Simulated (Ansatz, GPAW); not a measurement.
## A Pt chain with an Au atom on top of one atom: relaxation, then transmission at several levels

How well does a Pt chain with an Au atom on top of one atom conduct once its atoms have relaxed, and how much do cheaper levels lose?

Main program and level: GPAW 26.7.0 and Ansatz 0.2.0; Ansatz plane waves; relaxation of the junction with the lead ends held; PAW set soft_1, in the first sound run; inputs show where later runs differ.

## (1) Set-up

The cell holds 18 atoms: 17 Pt and 1 Au. Cell: a = 9.000 Å, b = 9.000 Å, c = 40.800 Å, α = 90.0°, β = 90.0°, γ = 90.0°. Regions: left lead, 8 atoms (8 Pt); channel, 2 atoms (1 Pt and 1 Au); right lead, 8 atoms (8 Pt). Vacuum lies along a and b. The structure is stacked along c, and the current runs across the ab planes.

## (2) Relaxation

Transmission follows bond lengths closely, so the atoms between the held lead ends are relaxed first, from a slightly shaken start that lets symmetry break.

Contents of input.yaml:

```yaml
crystal:
  lattice:
    - [9.0, 0.0, 0.0]
    - [0.0, 9.0, 0.0]
    - [0.0, 0.0, 40.8]
  atoms:
    - { symbol: Pt, position: [0.5, 0.5, 0.0294117647] }
    - { symbol: Pt, position: [0.5, 0.5, 0.0882352941] }
    - { symbol: Pt, position: [0.5, 0.5, 0.1470588235] }
    - { symbol: Pt, position: [0.5, 0.5, 0.2058823529] }
    - { symbol: Pt, position: [0.5, 0.5, 0.2647058824] }
    - { symbol: Pt, position: [0.5, 0.5, 0.3235294118] }
    - { symbol: Pt, position: [0.4985588666, 0.4962330108, 0.3828484145] }
    - { symbol: Pt, position: [0.4963072847, 0.5067130519, 0.4418559647] }
    - { symbol: Pt, position: [0.4988024569, 0.5019017191, 0.501184992] }
    - { symbol: Au, position: [0.7735132317, 0.4969224511, 0.5007831424] }
    - { symbol: Pt, position: [0.5017258021, 0.4990681632, 0.5596266163] }
    - { symbol: Pt, position: [0.5016892477, 0.5035874695, 0.6172603683] }
    - { symbol: Pt, position: [0.5, 0.5, 0.6764705882] }
    - { symbol: Pt, position: [0.5, 0.5, 0.7352941176] }
    - { symbol: Pt, position: [0.5, 0.5, 0.7941176471] }
    - { symbol: Pt, position: [0.5, 0.5, 0.8529411765] }
    - { symbol: Pt, position: [0.5, 0.5, 0.9117647059] }
    - { symbol: Pt, position: [0.5, 0.5, 0.9705882353] }
kpoints:
  mp_grid: { grid: [1, 1, 2] }
hamiltonian:
  xc: pbe
  pseudopotentials: { kind: paw, azcp: { folder: soft_1 } }
scf:
  occupations: { method: fermi_dirac, width: 0.1 }
relax:
  f_tol: 0.03
  max_steps: 80
  constraints: [{ sites: [0, 1, 2, 3, 4, 5, 12, 13, 14, 15, 16, 17] }]
```

Started as:

```
$ ansatz run input.yaml --threads 4 --pin off --max-ram 8192MiB --backend cpu --events-out ev --progress --plain --runs-dir out
```

Numbers of over 12 decimals in the logs are rounded to 6 here.

The program printed:

```text
Engine: ansatz 0.2.0, aarch64-unknown-linux-gnu
Pseudopotentials: kind: paw
Pseudopotential: Pt, paw, valence charge 18, recommended cutoff 420 eV (normal), soft_1/Pt.paw.azcp
Pseudopotential: Au, paw, valence charge 19, recommended cutoff 420 eV (normal), soft_1/Au.paw.azcp
Functional definition: PBE
  parameter kappa = 0.804
  parameter beta = 0.066725
  exchange = pbe_x(kappa = kappa, mu = beta*pi^2/3)
  correlation = pbe_c(beta = beta)
Crystal: 18 atoms, lattice volume = 3304.800 Å³
Basis set: ecut = 420 eV, 64509 PW (Γ), exchange–correlation on 128×128×576 points (8 copies of the dense FFT grid, shifted against one another)
Bands: 195, of which v1, the nominal top of the filled ones, is band 163 counted from 1 (162 counted from 0)
Symmetry: 1 space group operations
Space group: P1 (ITA 1), of the structure as read, at distance tolerance 1.5e-4 Å
k-points: 2
Non-local potential: Pt, projectors of the file, l = 0: 3, l = 1: 2, l = 2: 2, l = 3: 1
Non-local potential: Au, projectors of the file, l = 0: 3, l = 1: 2, l = 2: 2, l = 3: 1
PAW form: soft (Blöchl's): semilocal exchange-correlation on the pseudo side does not see the compensation charge
PAW one-centre angular grid: Pt, 590 points (default); XC on 64 Gauss nodes
PAW one-centre angular grid: Au, 590 points (default); XC on 64 Gauss nodes
Initial density: superposition of atomic densities (neutral atoms: chi_scale 0, normalization atom)
Initial wavefunctions: pseudopotential atomic-orbital guess
Functional: x = pbe(κ = 0.804, μ = 0.219515), c = pbe(β = 0.066725)
SCF iter   1: F=—  HF=-226031.004514 eV  |F-HF|=—  |Δ(HF+E_count)|=         —  Δρ=2.55e-2  dr2=1.97e1  ethr=3.10e-3  ⟨swp⟩=7.0  Hψ=1497  notcnv=0  defer=4
preconditioner: auto → LDOS  [metal: Δε(μ)=0.020 eV  Ē_g=4.360 eV  σ=0.100 eV  W_gap=0.05  n_scr=364 (ndim 8)  ℏωp=8.7 eV  f_vac=0.767  D(μ)=27.42/eV (n_scr^D=102)  β→1.0]
SCF iter   2: F=—  HF=-226026.813349 eV  |F-HF|=—  |Δ(HF+E_count)|=    4.19e0  Δρ=1.38e-2  dr2=5.56e0  ethr=3.10e-3  ⟨swp⟩=3.0  Hψ=809  notcnv=0  defer=19
SCF iter   3: F=—  HF=-226025.928741 eV  |F-HF|=—  |Δ(HF+E_count)|=   8.85e-1  Δρ=3.19e-3  dr2=5.29e-1  ethr=1.71e-3  ⟨swp⟩=3.0  Hψ=717  notcnv=0  defer=19
SCF iter   4: F=—  HF=-226025.827454 eV  |F-HF|=—  |Δ(HF+E_count)|=   1.01e-1  Δρ=9.51e-4  dr2=5.40e-2  ethr=1.63e-4  ⟨swp⟩=2.5  Hψ=776  notcnv=0  defer=21
SCF iter   5: F=—  HF=-226025.820854 eV  |F-HF|=—  |Δ(HF+E_count)|=   6.60e-3  Δρ=3.43e-4  dr2=9.83e-3  ethr=1.66e-5  ⟨swp⟩=2.0  Hψ=657  notcnv=0  defer=21
SCF iter   6: F=—  HF=-226025.823485 eV  |F-HF|=—  |Δ(HF+E_count)|=   2.63e-3  Δρ=1.62e-4  dr2=2.01e-3  ethr=3.03e-6  ⟨swp⟩=2.0  Hψ=442  notcnv=0  defer=22
SCF iter   7: F=—  HF=-226025.823543 eV  |F-HF|=—  |Δ(HF+E_count)|=   5.80e-5  Δρ=5.37e-5  dr2=1.43e-4  ethr=6.17e-7  ⟨swp⟩=2.0  Hψ=546  notcnv=0  defer=22
SCF iter   8: F=—  HF=-226025.823538 eV  |F-HF|=—  |Δ(HF+E_count)|=   4.62e-6  Δρ=2.10e-5  dr2=2.70e-5  ethr=4.40e-8  ⟨swp⟩=2.0  Hψ=678  notcnv=0  defer=22
SCF iter   9: F=-226025.823555 eV  HF=-226025.823559 eV  |F-HF|=4.14e-6  |Δ(HF+E_count)|=   2.07e-5  Δρ=9.84e-6  dr2=6.29e-6  ethr=6.92e-9  ⟨swp⟩=4.0  Hψ=1123  notcnv=0
SCF 1 converged in 9 iterations: F = -226025.823555 eV  dr2 = 6.29e-6
  greatest PAW one-centre occupation: 1.000 electrons in one spin orbital (limit 2), on the Pt atom at site 8 (counted from 0), in its partial waves of l = 0
relax step   1: F+E_penalty+E_count = -226025.82355464 eV  Δ(F+E_penalty+E_count) = +0.000e0 eV  max|allowed force component| = 7.535e-1 eV/Å  Δτ_max = 0.0000 Å  (9 SCF iters, dr2 threshold 2.25e-5 eV, accepted)
Initial density: handed on by an earlier stage of this run
Initial wavefunctions: those handed on with the density
iter 1 solved again at ethr=2.65e-4 eV; its pass at ethr=3.10e-3 eV (dr2=8.63e-1 eV) is discarded
SCF iter   1: F=—  HF=-226025.969805 eV  |F-HF|=—  |Δ(HF+E_count)|=         —  Δρ=3.66e-3  dr2=8.50e-1  ethr=2.65e-4  ⟨swp⟩=1.0  Hψ=1258  notcnv=0  defer=25
preconditioner: auto → LDOS  [metal: Δε(μ)=0.015 eV  Ē_g=4.570 eV  σ=0.100 eV  W_gap=0.04  n_scr=364 (ndim 8)  ℏωp=8.7 eV  f_vac=0.773  D(μ)=28.78/eV (n_scr^D=112)  β→1.0]
SCF iter   2: F=—  HF=-226025.929412 eV  |F-HF|=—  |Δ(HF+E_count)|=   4.04e-2  Δρ=1.51e-3  dr2=1.32e-1  ethr=2.61e-4  ⟨swp⟩=2.0  Hψ=596  notcnv=0  defer=25
SCF iter   3: F=—  HF=-226025.915585 eV  |F-HF|=—  |Δ(HF+E_count)|=   1.38e-2  Δρ=4.94e-4  dr2=1.34e-2  ethr=4.06e-5  ⟨swp⟩=2.0  Hψ=626  notcnv=0  defer=25
SCF iter   4: F=—  HF=-226025.915068 eV  |F-HF|=—  |Δ(HF+E_count)|=   5.17e-4  Δρ=8.89e-5  dr2=5.18e-4  ethr=4.12e-6  ⟨swp⟩=2.0  Hψ=678  notcnv=0  defer=25
SCF iter   5: F=—  HF=-226025.915071 eV  |F-HF|=—  |Δ(HF+E_count)|=   3.10e-6  Δρ=3.39e-5  dr2=9.42e-5  ethr=1.59e-7  ⟨swp⟩=2.0  Hψ=590  notcnv=0  defer=25
SCF iter   6: F=-226025.915083 eV  HF=-226025.915092 eV  |F-HF|=9.17e-6  |Δ(HF+E_count)|=   2.17e-5  Δρ=1.28e-5  dr2=1.32e-5  ethr=1.09e-8  ⟨swp⟩=4.0  Hψ=1144  notcnv=0
SCF 2 converged in 6 iterations: F = -226025.915083 eV  dr2 = 1.32e-5
  greatest PAW one-centre occupation: 1.000 electrons in one spin orbital (limit 2), on the Au atom at site 9 (counted from 0), in its partial waves of l = 0
relax step   2: F+E_penalty+E_count = -226025.91508325 eV  Δ(F+E_penalty+E_count) = -9.153e-2 eV  max|allowed force component| = 2.471e-1 eV/Å  Δτ_max = 0.1193 Å  (6 SCF iters, dr2 threshold 3.55e-5 eV, accepted)
iter 1 solved again at ethr=1.81e-4 eV; its pass at ethr=3.10e-3 eV (dr2=5.88e-1 eV) is discarded
SCF iter   1: F=—  HF=-226026.217260 eV  |F-HF|=—  |Δ(HF+E_count)|=         —  Δρ=4.10e-3  dr2=6.42e-1  ethr=1.81e-4  ⟨swp⟩=1.0  Hψ=1241  notcnv=0  defer=25
preconditioner: auto → LDOS  [metal: Δε(μ)=0.030 eV  Ē_g=4.589 eV  σ=0.100 eV  W_gap=0.08  n_scr=364 (ndim 8)  ℏωp=8.7 eV  f_vac=0.774  D(μ)=29.74/eV (n_scr^D=112)  β→1.0]
SCF iter   2: F=—  HF=-226026.161923 eV  |F-HF|=—  |Δ(HF+E_count)|=   5.53e-2  Δρ=1.76e-3  dr2=1.71e-1  ethr=1.81e-4  ⟨swp⟩=2.5  Hψ=661  notcnv=0  defer=25
SCF iter   3: F=—  HF=-226026.123896 eV  |F-HF|=—  |Δ(HF+E_count)|=   3.80e-2  Δρ=5.27e-4  dr2=1.78e-2  ethr=5.26e-5  ⟨swp⟩=2.0  Hψ=745  notcnv=0  defer=25
SCF iter   4: F=—  HF=-226026.121336 eV  |F-HF|=—  |Δ(HF+E_count)|=   2.56e-3  Δρ=1.48e-4  dr2=1.50e-3  ethr=5.46e-6  ⟨swp⟩=2.0  Hψ=656  notcnv=0  defer=25
SCF iter   5: F=—  HF=-226026.123155 eV  |F-HF|=—  |Δ(HF+E_count)|=   1.82e-3  Δρ=4.76e-5  dr2=1.52e-4  ethr=4.60e-7  ⟨swp⟩=2.0  Hψ=551  notcnv=0  defer=25
SCF iter   6: F=—  HF=-226026.123183 eV  |F-HF|=—  |Δ(HF+E_count)|=   2.86e-5  Δρ=1.71e-5  dr2=2.00e-5  ethr=4.68e-8  ⟨swp⟩=2.0  Hψ=678  notcnv=0  defer=25
[...]
relax step   6: F+E_penalty+E_count = -226026.58729166 eV  Δ(F+E_penalty+E_count) = -8.674e-2 eV  max|allowed force component| = 2.253e-1 eV/Å  Δτ_max = 0.2000 Å  (7 SCF iters, dr2 threshold 1.00e-4 eV, accepted)
relax step   7: F+E_penalty+E_count = -226026.62321617 eV  Δ(F+E_penalty+E_count) = -3.592e-2 eV  max|allowed force component| = 1.656e-1 eV/Å  Δτ_max = 0.1955 Å  (9 SCF iters, dr2 threshold 8.02e-6 eV, accepted)
relax step   8: F+E_penalty+E_count = -226026.64014564 eV  Δ(F+E_penalty+E_count) = -1.693e-2 eV  max|allowed force component| = 3.550e-2 eV/Å  Δτ_max = 0.1756 Å  (9 SCF iters, dr2 threshold 4.33e-6 eV, accepted)
relax step   9: F+E_penalty+E_count = -226026.64250964 eV  Δ(F+E_penalty+E_count) = -2.364e-3 eV  max|allowed force component| = 4.697e-2 eV/Å  Δτ_max = 0.1536 Å  (11 SCF iters, accepted)
relax step  10: F+E_penalty+E_count = -226026.64579521 eV  Δ(F+E_penalty+E_count) = -3.286e-3 eV  max|allowed force component| = 4.949e-2 eV/Å  Δτ_max = 0.1611 Å  (10 SCF iters, accepted)
relax step  11: F+E_penalty+E_count = -226026.64743280 eV  Δ(F+E_penalty+E_count) = -1.638e-3 eV  max|allowed force component| = 1.279e-1 eV/Å  Δτ_max = 0.1736 Å  (9 SCF iters, dr2 threshold 2.45e-6 eV, accepted)
relax step  12: F+E_penalty+E_count = -226026.65738789 eV  Δ(F+E_penalty+E_count) = -9.955e-3 eV  max|allowed force component| = 1.115e-2 eV/Å  Δτ_max = 0.1974 Å  (7 SCF iters, dr2 threshold 1.64e-5 eV, accepted)
relax step  13: F+E_penalty+E_count = -226026.65739574 eV  Δ(F+E_penalty+E_count) = -7.853e-6 eV  max|allowed force component| = 1.112e-2 eV/Å  Δτ_max = 0.0000 Å  (5 SCF iters, accepted)
relax step  14: F+E_penalty+E_count = -226026.65822170 eV  Δ(F+E_penalty+E_count) = -8.260e-4 eV  max|allowed force component| = 1.204e-1 eV/Å  Δτ_max = 0.1295 Å  (10 SCF iters, accepted)
relax step  15: F+E_penalty+E_count = -226026.65882502 eV  Δ(F+E_penalty+E_count) = -6.033e-4 eV  max|allowed force component| = 7.267e-2 eV/Å  Δτ_max = 0.0208 Å  (5 SCF iters, dr2 threshold 1.44e-5 eV, accepted)
relax step  16: F+E_penalty+E_count = -226026.65940166 eV  Δ(F+E_penalty+E_count) = -5.766e-4 eV  max|allowed force component| = 7.679e-3 eV/Å  Δτ_max = 0.0124 Å  (6 SCF iters, dr2 threshold 1.92e-6 eV, accepted)
relax step  17: F+E_penalty+E_count = -226026.65940272 eV  Δ(F+E_penalty+E_count) = -1.063e-6 eV  max|allowed force component| = 7.519e-3 eV/Å  Δτ_max = 0.0000 Å  (4 SCF iters, accepted)
relax step  18: F+E_penalty+E_count = -226026.66016581 eV  Δ(F+E_penalty+E_count) = -7.631e-4 eV  max|allowed force component| = 9.790e-3 eV/Å  Δτ_max = 0.0631 Å  (9 SCF iters, accepted)
relax step  19: F+E_penalty+E_count = -226026.66022247 eV  Δ(F+E_penalty+E_count) = -5.666e-5 eV  max|allowed force component| = 1.402e-1 eV/Å  Δτ_max = 0.1953 Å  (10 SCF iters, accepted)
relax step  20: F+E_penalty+E_count = -226026.66136700 eV  Δ(F+E_penalty+E_count) = -1.145e-3 eV  max|allowed force component| = 3.697e-2 eV/Å  Δτ_max = 0.0483 Å  (6 SCF iters, dr2 threshold 1.96e-5 eV, accepted)
SCF iter   1: F=—  HF=-226026.660618 eV  |F-HF|=—  |Δ(HF+E_count)|=         —  Δρ=3.19e-4  dr2=6.43e-3  ethr=2.11e-5  ⟨swp⟩=2.0  Hψ=683  notcnv=0  defer=22
preconditioner: auto → LDOS  [metal: Δε(μ)=0.038 eV  Ē_g=4.537 eV  σ=0.100 eV  W_gap=0.09  n_scr=364 (ndim 8)  ℏωp=8.7 eV  f_vac=0.773  D(μ)=34.99/eV (n_scr^D=128)  β→1.0]
SCF iter   2: F=—  HF=-226026.660301 eV  |F-HF|=—  |Δ(HF+E_count)|=   3.17e-4  Δρ=2.20e-4  dr2=2.45e-3  ethr=1.98e-6  ⟨swp⟩=2.0  Hψ=745  notcnv=0  defer=22
SCF iter   3: F=—  HF=-226026.659725 eV  |F-HF|=—  |Δ(HF+E_count)|=   5.75e-4  Δρ=6.10e-5  dr2=2.38e-4  ethr=7.55e-7  ⟨swp⟩=2.0  Hψ=663  notcnv=0  defer=22
SCF iter   4: F=—  HF=-226026.659699 eV  |F-HF|=—  |Δ(HF+E_count)|=   2.68e-5  Δρ=2.75e-5  dr2=5.96e-5  ethr=7.31e-8  ⟨swp⟩=2.0  Hψ=625  notcnv=0  defer=22
SCF iter   5: F=—  HF=-226026.661594 eV  |F-HF|=—  |Δ(HF+E_count)|=   1.90e-3  Δρ=1.76e-5  dr2=1.93e-5  ethr=1.83e-8  ⟨swp⟩=2.0  Hψ=518  notcnv=0  defer=22
SCF iter   6: F=—  HF=-226026.661594 eV  |F-HF|=—  |Δ(HF+E_count)|=   2.84e-7  Δρ=5.02e-6  dr2=1.91e-6  ethr=5.93e-9  ⟨swp⟩=2.0  Hψ=540  notcnv=0  defer=22
SCF iter   7: F=—  HF=-226026.661595 eV  |F-HF|=—  |Δ(HF+E_count)|=   1.89e-7  Δρ=2.31e-6  dr2=3.40e-7  ethr=5.87e-10  ⟨swp⟩=2.0  Hψ=457  notcnv=0  defer=22
SCF iter   8: F=-226026.661595 eV  HF=-226026.661595 eV  |F-HF|=1.21e-8  |Δ(HF+E_count)|=   1.05e-7  Δρ=8.00e-7  dr2=4.48e-8  ethr=3.08e-11  ⟨swp⟩=4.0  Hψ=1150  notcnv=0
SCF 21 converged in 8 iterations: F = -226026.661595 eV  dr2 = 4.48e-8
relax step  21: F+E_penalty+E_count = -226026.66159465 eV  Δ(F+E_penalty+E_count) = -2.277e-4 eV  max|allowed force component| = 5.854e-3 eV/Å  Δτ_max = 0.0191 Å  (8 SCF iters, accepted)
SCF converged after 8 iterations
Free energy (F): -226026.661595 eV
Harris-Foulkes:  -226026.661595 eV  (|F-HF|=1.21e-8)
Internal energy: -226025.491429 eV  (E = F + TS)
E sigma→0 (E₀):  -226026.076512 eV
Entropy (-TS):   -1.170165 eV (-65.009 meV/atom)
Fermi energy:    -3.659930 eV
--- Per-component energies (eV) ---
  E_band       = -10622.968375
  E_kinetic    = 10703.138942
  E_local      = -110833.291653  (includes V_loc(G=0)·N_el)
  E_nonlocal   = 3586.142600
  E_hartree    = 48276.014775
  E_xc         = -4109.500922
  E_vxc        = -4794.089105  (∫ρ·V_xc dr)
  E_paw        = -170976.316512  (= ΣΔE_a)
  E_vpaw       = -5836.919909  (= ΣTr[D̂ρ^β])
  E_aug_tail   = 0.020617  (compensation charges beyond the density's cutoff)
  E_ewald      = -2671.699276
  E_smearing   = -1.170165  (= −TS)
  E_closure    = -0.000000  (closes the sum)
  Σ components = -226026.661595   (vs F -226026.661595, Δ=0.00e0)
--- Forces (eV/Å), atoms counted from 1 ---
  atom   1  Pt     0.01876945     0.01513503    -0.00093701
  atom   2  Pt    -0.00705020    -0.00888293    -0.01772138
  atom   3  Pt    -0.02935637    -0.02510190     0.02015893
  atom   4  Pt    -0.01182240     0.00180874     0.05667485
  atom   5  Pt    -0.00234840     0.00178103     0.05358635
  atom   6  Pt     0.03277431     0.01481716     0.65709044
  atom   7  Pt     0.00028093     0.00202439     0.00084382
  atom   8  Pt    -0.00044340    -0.00342200     0.00160043
  atom   9  Pt    -0.00024978     0.00585445    -0.00115155
  atom  10  Au    -0.00024059    -0.00192061    -0.00047893
  atom  11  Pt    -0.00094122    -0.00283004    -0.00077473
  atom  12  Pt    -0.00056035     0.00107126    -0.00007911
  atom  13  Pt     0.03255581     0.01436471    -0.65704709
  atom  14  Pt    -0.00173390     0.00224244    -0.05374893
  atom  15  Pt    -0.01141170     0.00211187    -0.05665564
  atom  16  Pt    -0.02935997    -0.02504767    -0.01997366
  atom  17  Pt    -0.00736184    -0.00908231     0.01777935
  atom  18  Pt     0.01858318     0.01503475     0.00082870
  max |Σ_I F_I| component: 8.36e-5 eV/Å
--- Relaxed structure (21 steps of the walk, 21 accepted, 0 SCFs on fresh bases) ---
  F+E_penalty+E_count = -226026.66159465 eV   max|allowed force component| = 5.854e-3 eV/Å
  atoms:
    - { symbol: Pt, position: [0.5, 0.5, 0.029412] }
    - { symbol: Pt, position: [0.5, 0.5, 0.0882352941] }
    - { symbol: Pt, position: [0.5, 0.5, 0.1470588235] }
    - { symbol: Pt, position: [0.5, 0.5, 0.205882] }
    - { symbol: Pt, position: [0.5, 0.5, 0.264706] }
    - { symbol: Pt, position: [0.5, 0.5, 0.3235294118] }
    - { symbol: Pt, position: [0.456628, 0.469509, 0.383007] }
    - { symbol: Pt, position: [0.510202, 0.498936, 0.442409] }
    - { symbol: Pt, position: [0.406181, 0.553105, 0.499996] }
    - { symbol: Au, position: [0.628131, 0.381931, 0.499977] }
    - { symbol: Pt, position: [0.510319, 0.498906, 0.557563] }
    - { symbol: Pt, position: [0.456857, 0.469809, 0.616978] }
    - { symbol: Pt, position: [0.5, 0.5, 0.6764705882] }
    - { symbol: Pt, position: [0.5, 0.5, 0.7352941176] }
    - { symbol: Pt, position: [0.5, 0.5, 0.794118] }
    - { symbol: Pt, position: [0.5, 0.5, 0.8529411765] }
    - { symbol: Pt, position: [0.5, 0.5, 0.9117647059] }
    - { symbol: Pt, position: [0.5, 0.5, 0.970588] }
```

It took 7.2 min on 4 threads of Arm Neoverse V1, shared host; peak memory 5.3 GiB.

Relaxation path:

| step | energy less that of the first step (eV) | largest force component (eV/Å) |
| --- | --- | --- |
| 1 | 0.0000 | 0.7535 |
| 2 | -0.0915 | 0.2471 |
| 3 | -0.2996 | 0.5015 |
| 4 | -0.6172 | 0.6543 |
| 5 | -0.6770 | 0.5668 |
| 6 | -0.7637 | 0.2253 |
| 7 | -0.7997 | 0.1656 |
| 8 | -0.8166 | 0.0355 |
| 9 | -0.8190 | 0.0470 |
| 10 | -0.8222 | 0.0495 |
| 11 | -0.8239 | 0.1279 |
| 12 | -0.8338 | 0.0111 |
| 13 | -0.8338 | 0.0111 |
| 14 | -0.8347 | 0.1204 |
| 15 | -0.8353 | 0.0727 |
| 16 | -0.8358 | 0.0077 |
| 17 | -0.8358 | 0.0075 |
| 18 | -0.8366 | 0.0098 |
| 19 | -0.8367 | 0.1402 |
| 20 | -0.8378 | 0.0370 |
| 21 | -0.8380 | 0.0059 |

The atoms that moved most (Å):

| atom | dx | dy | dz | length |
| --- | --- | --- | --- | --- |
| Au10 | -1.308 | -1.035 | -0.033 | 1.669 |
| Pt9 | -0.834 | 0.461 | -0.049 | 0.954 |
| Pt12 | -0.403 | -0.304 | -0.012 | 0.505 |
| Pt7 | -0.377 | -0.241 | 0.006 | 0.448 |
| Pt8 | 0.125 | -0.070 | 0.023 | 0.145 |
| Pt11 | 0.077 | -0.001 | -0.084 | 0.114 |

Numbers from this step:

* free energy: -226026.6616 eV
* smearing term TS: 1.170 eV
* symmetry operations: 1

The relaxation lowered the energy of the cell by 0.838 eV.

(Part 1 of 4 ends here.)

[Logs are printed without paths, hosts, clocks, repeated set-up lines and the standing remarks that a program may print on its own settings, such as how far it seeks lower states.]

[Hosts, paths, dates, database ids (printed as entryN), source tags and the programs' standing remarks are cut or masked in the printed files.]
